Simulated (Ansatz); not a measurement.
# SnTe (Fm-3m) in Ansatz: elastic constants with LDA

Aim: the elastic constants of SnTe with LDA.

Program: Ansatz 0.2.0. These are calculated values, not measurements. Logs are shortened: lines on timing, memory, paths and dates and some standing lists are left out, and cuts for length are marked.

### 1 The structure

Symmetry: Fm-3m, No. 225, cubic system. Conventional cell: a = 6.302 Å, b = 6.302 Å, c = 6.302 Å, α = 90.00°, β = 90.00°, γ = 90.00°. Te (site symmetry m-3m) is surrounded by 6 Sn at 3.15 Å. Sn (site symmetry m-3m) is surrounded by 6 Te at 3.15 Å.

### 2 Elastic constants, LDA

File input.yaml:

```yaml
crystal:
  lattice:
    - [0.0, 3.15085, 3.15085]
    - [3.15085, 0.0, 3.15085]
    - [3.15085, 3.15085, 0.0]
  atoms:
    - { symbol: Te, position: [0.5, 0.5, 0.5] }
    - { symbol: Sn, position: [0.0, 0.0, 0.0] }
kpoints:
  mp_grid: { grid: [5, 5, 5] }
scf:
  occupations: { method: fermi_dirac, width: 0.05 }
hamiltonian:
  xc: lda
  pseudopotentials: { kind: all_electron, lapw: { basis_error: 0.001 } }
output:
  forces: true
  stress: true
elastic:
  mode: relaxed_ion
  stencil: two_point
```

Potentials or basis: all-electron LAPW, scalar-relativistic.

Started as:

```bash
$ ansatz run input.yaml --threads 1 --pin off --max-ram 3072MiB --backend cpu --events-out ev --progress --plain --runs-dir out
```

Log:

```text
Warning: RAYON_NUM_THREADS=1 ignored (pool sized by the plan → 1); use --threads N
LAPW: plane waves up to 7.272 Å⁻¹, error target 1.0e-3 eV per atom; small_component_spin mean_spin; Sn in spheres of 1.542 Å, 22 of its electrons in bands, Dirac shells []; Te in spheres of 1.514 Å, 24 of its electrons in bands, Dirac shells [] (how accurate: hamiltonian.pseudopotentials.lapw.basis_error, Limitations)
Engine: ansatz 0.2.0, aarch64-unknown-linux-gnu
Pseudopotentials: kind: all_electron
Pseudopotential: Te, LAPW, valence charge 24, lapw/all_electron/scalar/gaussian/Te, Koelling and Harmon's equation, gaussian nucleus
Pseudopotential: Sn, LAPW, valence charge 22, lapw/all_electron/scalar/gaussian/Sn, Koelling and Harmon's equation, gaussian nucleus
Functional definition: SPW92
  exchange = slater_x
  correlation = pw_c
Crystal: 2 atoms, lattice volume = 62.562 Å³
Basis set: ecut = 201.48368837140362 eV, 411 PW (Γ), exchange–correlation at level 2
Bands: 28, of which v1, the nominal top of the filled ones, is band 23 counted from 1 (22 counted from 0)
Symmetry: 48 space group operations
Space group: Fm-3m (ITA 225), of the structure as read, at distance tolerance 4.0e-5 Å
k-points: 10 of 125
Non-local potential: Te, projectors of the file, none
Non-local potential: Sn, projectors of the file, none
Initial density: superposition of atomic densities (chi_scale 0.1, normalization cell, long waves kept (reshape's long-wave potential 0.00 eV rms))
Initial wavefunctions: plane waves of lowest kinetic energy (no species holds an atomic orbital)
Functional: x = slater, c = lda
iter 1 solved again at ethr=4.30e-4 eV; its pass at ethr=1.00e-1 eV (dr2=1.98e-1 eV) is discarded
SCF iter   1: F=—  HF=-352677.305608 eV  |F-HF|=—  |Δ(HF+E_count)|=         —  Δρ=1.22e-2  dr2=1.98e-1  ethr=4.30e-4  ⟨swp⟩=2.7  Hψ=1791  notcnv=0
preconditioner: auto → none  [insulator: Δε(μ)=0.947 eV  Ē_g=17.435 eV  σ=0.050 eV  W_gap=1.00  n_scr=14 (ndim 8)  ℏωp=21.0 eV  f_vac=0.029  D(μ)=0.00/eV (n_scr^D=0)  ε∞_Penn≈2.5]
iter 2 solved again at ethr=1.80e-5 eV; its pass at ethr=4.30e-4 eV (dr2=8.28e-3 eV) is discarded
SCF iter   2: F=—  HF=-352677.249917 eV  |F-HF|=—  |Δ(HF+E_count)|=   5.57e-2  Δρ=3.95e-3  dr2=8.29e-3  ethr=1.80e-5  ⟨swp⟩=2.0  Hψ=1454  notcnv=0
SCF iter   3: F=—  HF=-352677.243650 eV  |F-HF|=—  |Δ(HF+E_count)|=   6.27e-3  Δρ=2.30e-3  dr2=3.79e-3  ethr=1.80e-5  ⟨swp⟩=2.0  Hψ=834  notcnv=0
SCF iter   4: F=—  HF=-352677.243293 eV  |F-HF|=—  |Δ(HF+E_count)|=   3.57e-4  Δρ=7.64e-4  dr2=3.73e-4  ethr=8.25e-6  ⟨swp⟩=2.0  Hψ=832  notcnv=0
SCF iter   5: F=—  HF=-352677.243206 eV  |F-HF|=—  |Δ(HF+E_count)|=   8.66e-5  Δρ=1.24e-4  dr2=9.12e-6  ethr=8.10e-7  ⟨swp⟩=2.0  Hψ=832  notcnv=0
SCF iter   6: F=—  HF=-352677.243206 eV  |F-HF|=—  |Δ(HF+E_count)|=   6.57e-7  Δρ=1.25e-5  dr2=6.97e-8  ethr=1.98e-8  ⟨swp⟩=2.0  Hψ=832  notcnv=0
SCF iter   7: F=—  HF=-352677.243206 eV  |F-HF|=—  |Δ(HF+E_count)|=   2.03e-8  Δρ=2.10e-6  dr2=2.10e-9  ethr=1.52e-10  ⟨swp⟩=2.0  Hψ=832  notcnv=0
SCF iter   8: F=—  HF=-352677.243206 eV  |F-HF|=—  |Δ(HF+E_count)|=   1.51e-9  Δρ=2.92e-7  dr2=4.82e-11  ethr=4.57e-12  ⟨swp⟩=2.4  Hψ=837  notcnv=0
SCF iter   9: F=—  HF=-352677.243206 eV  |F-HF|=—  |Δ(HF+E_count)|=  5.82e-11  Δρ=1.81e-8  dr2=1.96e-13  ethr=2.75e-12 (applied; sched 1.00e-12)  ⟨swp⟩=2.0  Hψ=832  notcnv=0
SCF iter  10: F=-352677.243206 eV  HF=-352677.243206 eV  |F-HF|=1.75e-10  |Δ(HF+E_count)|=  6.98e-10  Δρ=1.55e-9  dr2=1.30e-15  ethr=2.75e-12 (applied; sched 1.00e-12)  ⟨swp⟩=2.0  Hψ=832  notcnv=0
SCF 1 converged in 10 iterations: F = -352677.243206 eV  dr2 = 1.30e-15
Crystal: 2 atoms, lattice volume = 62.437 Å³
Basis set: ecut = 201.75278182820878 eV, 411 PW (Γ), exchange–correlation at level 2
Symmetry: 16 space group operations
k-points: 18 of 125
Initial density: handed on by an earlier stage of this run
Initial wavefunctions: plane waves of lowest kinetic energy (no species holds an atomic orbital; no wavefunctions were taken with the density)
iter 1 solved again at ethr=4.46e-8 eV; its pass at ethr=1.00e-1 eV (dr2=2.05e-5 eV) is discarded
SCF iter   1: F=—  HF=-352677.244319 eV  |F-HF|=—  |Δ(HF+E_count)|=         —  Δρ=9.93e-5  dr2=1.18e-5  ethr=4.46e-8  ⟨swp⟩=5.8  Hψ=4344  notcnv=0
preconditioner: auto → none  [insulator: Δε(μ)=0.879 eV  Ē_g=17.654 eV  σ=0.050 eV  W_gap=1.00  n_scr=14 (ndim 8)  ℏωp=21.0 eV  f_vac=0.054  D(μ)=0.00/eV (n_scr^D=0)  ε∞_Penn≈2.4]
iter 2 solved again at ethr=1.91e-9 eV; its pass at ethr=2.57e-8 eV (dr2=8.77e-7 eV) is discarded
SCF iter   2: F=—  HF=-352677.244315 eV  |F-HF|=—  |Δ(HF+E_count)|=   4.62e-6  Δρ=3.07e-5  dr2=8.73e-7  ethr=1.91e-9  ⟨swp⟩=2.0  Hψ=2528  notcnv=0
SCF iter   3: F=—  HF=-352677.244314 eV  |F-HF|=—  |Δ(HF+E_count)|=   4.11e-7  Δρ=1.27e-5  dr2=1.66e-7  ethr=1.90e-9  ⟨swp⟩=2.5  Hψ=1507  notcnv=0
SCF iter   4: F=—  HF=-352677.244314 eV  |F-HF|=—  |Δ(HF+E_count)|=   5.23e-8  Δρ=2.46e-6  dr2=3.52e-9  ethr=3.62e-10  ⟨swp⟩=2.4  Hψ=1504  notcnv=0
SCF iter   5: F=—  HF=-352677.244314 eV  |F-HF|=—  |Δ(HF+E_count)|=  1.16e-10  Δρ=3.16e-7  dr2=6.24e-11  ethr=7.65e-12  ⟨swp⟩=2.0  Hψ=1497  notcnv=0
[... 33 lines left out ...]
iter 2 solved again at ethr=8.66e-11 eV; its pass at ethr=9.55e-10 eV (dr2=3.98e-8 eV) is discarded
SCF iter   2: F=—  HF=-352677.243193 eV  |F-HF|=—  |Δ(HF+E_count)|=   8.91e-8  Δρ=7.59e-6  dr2=3.98e-8  ethr=8.66e-11  ⟨swp⟩=2.0  Hψ=3827  notcnv=0
SCF iter   3: F=—  HF=-352677.243193 eV  |F-HF|=—  |Δ(HF+E_count)|=   1.06e-8  Δρ=2.28e-6  dr2=2.14e-9  ethr=8.65e-11  ⟨swp⟩=2.9  Hψ=2280  notcnv=0
SCF iter   4: F=—  HF=-352677.243193 eV  |F-HF|=—  |Δ(HF+E_count)|=   1.16e-9  Δρ=1.57e-7  dr2=3.80e-11  ethr=4.66e-12  ⟨swp⟩=2.3  Hψ=2257  notcnv=0
SCF iter   5: F=—  HF=-352677.243193 eV  |F-HF|=—  |Δ(HF+E_count)|=  2.91e-10  Δρ=3.22e-8  dr2=9.52e-13  ethr=2.75e-12 (applied; sched 1.00e-12)  ⟨swp⟩=2.0  Hψ=2246  notcnv=0
SCF iter   6: F=—  HF=-352677.243193 eV  |F-HF|=—  |Δ(HF+E_count)|=    0.00e0  Δρ=1.23e-8  dr2=1.53e-13  ethr=2.75e-12 (applied; sched 1.00e-12)  ⟨swp⟩=2.0  Hψ=2246  notcnv=0
SCF iter   7: F=-352677.243193 eV  HF=-352677.243193 eV  |F-HF|=2.91e-10  |Δ(HF+E_count)|=  2.33e-10  Δρ=2.39e-9  dr2=2.64e-15  ethr=2.75e-12 (applied; sched 1.00e-12)  ⟨swp⟩=2.0  Hψ=2246  notcnv=0
SCF 5 converged in 7 iterations: F = -352677.243193 eV  dr2 = 2.64e-15
SCF converged after 10 iterations
Free energy (F): -352677.243206 eV
Harris-Foulkes:  -352677.243206 eV  (|F-HF|=1.75e-10)
Internal energy: -352677.243161 eV  (E = F + TS)
E sigma→0 (E₀):  -352677.243183 eV
Entropy (-TS):   -0.000045 eV (-0.022 meV/atom)
Fermi energy:    11.772273 eV
--- Per-component energies (eV) ---
  E_band       = -1847.982542
  E_kinetic    = 371626.760525
  E_xc         = -8987.525434
  E_electrostatic = -715316.478252  (all electrons and nuclei)
  E_smearing   = -0.000045  (= −TS)
  E_closure    = 0.000000  (closes the sum)
  E_atoms      = -352668.424347  (free atoms, spherical and without spin; not in F)
  Σ components = -352677.243206   (vs F -352677.243206, Δ=0.00e0)
  Basis errors (estimates in eV, not in F): energy 3.2e-4 per atom: plane waves 3.2e-4 (1.8e-4 summed), levels above the bands 1.4e-43, relativity 2.4e-9, radial functions 4.7e-6, core shells 1.8e-9; eigenvalues (radial functions only) 5.6e-7; not estimated: angular momenta, meshes, grids; target (lapw.basis_error) 1.0e-3; muffin-tin radii Sn 1.542 Å, Te 1.514 Å
--- Forces (eV/Å), atoms counted from 1 ---
  atom   1  Te     0.00000000    -0.00000000    -0.00000000
  atom   2  Sn     0.00000000    -0.00000000     0.00000000
  max |Σ_I F_I| component: 7.68e-31 eV/Å
--- Stress (GPa, compression-positive) ---
       -1.547472       0.000000       0.000000
        0.000000      -1.547472       0.000000
        0.000000       0.000000      -1.547472
  P = ⅓ Tr σ = -1.5475 GPa (-15.475 kbar)
--- Band table (eV; the first three rows and the last of 10) ---
  k-point 0: bands = ["-147.4076", "-117.7102", "-97.6250", "-97.6250", "-97.6250", "-73.6286", "-73.6286", "-73.6286", "-25.2223", "-25.2223", "-25.2161", "-25.2161", "-25.2161", "-10.0620", "-10.0620", "-10.0527", "-10.0527", "-10.0527", "-1.1374", "6.8581", "9.5910", "9.5910", "9.5910", "14.9969", "14.9969", "14.9969", "16.5443", "16.5443"]
  k-point 1: bands = ["-147.4076", "-117.7102", "-97.6250", "-97.6250", "-97.6250", "-73.6287", "-73.6286", "-73.6286", "-25.2223", "-25.2223", "-25.2160", "-25.2159", "-25.2159", "-10.0639", "-10.0639", "-10.0522", "-10.0506", "-10.0506", "-0.8105", "5.4604", "9.6590", "9.6590", "10.4652", "13.6876", "13.6876", "13.7115", "16.5832", "17.3376"]
  k-point 2: bands = ["-147.4076", "-117.7102", "-97.6250", "-97.6250", "-97.6250", "-73.6287", "-73.6287", "-73.6287", "-25.2221", "-25.2221", "-25.2158", "-25.2155", "-25.2155", "-10.0674", "-10.0674", "-10.0514", "-10.0467", "-10.0467", "-0.0573", "3.6520", "9.8803", "9.8803", "11.2974", "12.2284", "12.2826", "12.2826", "18.3642", "19.4787"]
  k-point 9: bands = ["-147.4076", "-117.7102", "-97.6250", "-97.6250", "-97.6250", "-73.6287", "-73.6287", "-73.6287", "-25.2225", "-25.2219", "-25.2159", "-25.2154", "-25.2150", "-10.0744", "-10.0628", "-10.0515", "-10.0471", "-10.0429", "0.3795", "4.1448", "7.3141", "7.3874", "10.4744", "12.8235", "15.6948", "16.0701", "17.0746", "18.5681"]
--- Elastic constants: 2 strain directions × 2 members + reference (group order 48) ---
  dense FFT box of the reference and of every strained cell: 24×24×24
  strains applied: 11, 23; error gains: componentwise 1.00 (the most a stress slope's error grows in a printed constant), spectral 1.73 (1 for all six strains in a standard setting)
  C = ∂σ_k/∂η_j (tension-positive GPa; Voigt order 11 22 33 23 13 12):
       127.148      0.245      0.245      0.000     -0.000      0.000
         0.245    127.148      0.245      0.000      0.000      0.000
         0.245      0.245    127.148      0.000      0.000      0.000
         0.000      0.000      0.000     17.725     -0.000     -0.000
         0.000      0.000     -0.000      0.000     17.725      0.000
        -0.000      0.000     -0.000     -0.000     -0.000     17.725
  reference stress σ⁰ (GPa):      1.547      1.547      1.547     -0.000     -0.000     -0.000
  no Pulay correction (none for the plane-wave cutoff is built on LAPW): the batch's stresses and constants are at fixed plane waves
  C* (energy form; C + prestress term) asymmetry max|C*_kj − C*_jk| = 1.998e-15 GPa — a small one proves nothing (zero by symmetry where the batch's group is 432, −43m or m−3m); a large one is finite-difference/SCF noise where every solve meets its electron count
  moduli (Voigt/Reuss/Hill, GPa): K = 42.55/42.55/42.55   G = 36.02/24.90/30.46   E = 73.77   ν = 0.211
  mechanically stable: yes (min eigenvalue of sym C = 17.72 GPa)
  where every solve meets its electron count the energy-path curvature estimates C_jj along a normal strain and C_jj − ¼(σ⁰_aa + σ⁰_bb) along a shear (ab), closely only under elastic.basis: deformed
  strain η (Voigt 11):  stress-route row diagonal C_11 = 127.15 GPa, energy-path curvature d²(F+E_count)/dδ²/Ω₀ = 127.15 GPa
         δ    σ_11 (GPa)             F (eV)   n_scf  n_hpsi   n_pw
    -2.000e-3       1.2899     -352677.2443141       8   16093    411   relax 0 steps, max|allowed force component| 6.16e-30 eV/Å
     2.000e-3       1.7985     -352677.2418988       7   14582    411   relax 0 steps, max|allowed force component| 6.85e-30 eV/Å
  strain η (Voigt 23):  stress-route row diagonal C_44 = 17.72 GPa, energy-path curvature d²(F+E_count)/dδ²/Ω₀ = 16.95 GPa
         δ    σ_23 (GPa)             F (eV)   n_scf  n_hpsi   n_pw
    -2.000e-3      -0.0354     -352677.2431925       7   22131    411   relax 0 steps, max|allowed force component| 1.11e-30 eV/Å
     2.000e-3       0.0354     -352677.2431925       7   22144    411   relax 0 steps, max|allowed force component| 1.68e-30 eV/Å
```

Run time: 46 s. Hardware: 1 thread of Arm Neoverse N1, shared host; peak memory 0.3 GiB.

Results:

```
Free energy                     : -352677.2432 eV
Pressure                        : -1.5 GPa
Elastic constants C11, C12, C44 : 127, 0, 18 GPa
Voigt bulk modulus              : 43 GPa
```

Levels at points of the mesh, in eV from the Fermi level:
```tsv
k point	band 20	band 21	band 22	band 23	band 24	band 25	band 26	band 27
(0.00, 0.00, 0.00)	-4.91	-2.18	-2.18	-2.18	3.22	3.22	3.22	4.77
```

Elastic tensor in Voigt notation (GPa, in the Cartesian axes of the cell as first typed):
```
127   0   0   0   0   0
  0 127   0   0   0   0
  0   0 127   0   0   0
  0   0   0  18   0   0
  0   0   0   0  18   0
  0   0   0   0   0  18
```

Caveat: this odd mesh misses L, where the gap lies, so gap, dielectric constants and Born charges aren't listed.
